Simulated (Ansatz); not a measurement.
A 2-atom cell of BAs started from a crystallographic database, relaxed with r2SCAN: space group F-43m (No. 216), cubic; a = 4.784 Å in the conventional setting, 13.68 Å³ an atom. B has 4 As at 2.07 Å; As has 4 B at 2.07 Å. One-shot G0W0@PBE in Ansatz 0.2.0 on a 6×6×6 mesh (contour deformation, no spin-orbit coupling), from a PBE gap of 1.284 eV over the mesh points (the G0W0 gap is indirect on the mesh); the number N of bands summed and the screening cutoff rise together. The values are computed, spin-unpolarised, and not measurements.

```tsv
N	cutoff (eV)	1000/N	G0W0 gap (eV)
71	100	14.085	1.838
159	180	6.289	1.936
```

Q: Lay a straight line in 1000/N through these rows.

A: The slope is -0.0126 eV per unit of 1000/N and the intercept 2.015 eV.

Q: Predict the gap at N = 300 (260 eV).

A: 2.015 + (-0.0126) × 3.333 = 1.973 eV; the run gives 1.967 eV, -0.006 eV from the line.

Q: With that run's result added, what limit do the last two rows suggest?

A: Their slope is (1.967 − 1.936)/(3.333 − 6.289) = -0.0105, which meets 1/N = 0 at 2.00 eV, against 2.015 eV from the first line. The slope flattens, so the first line overshoots; the k mesh isn't extrapolated.

Spin-orbit coupling is left out.
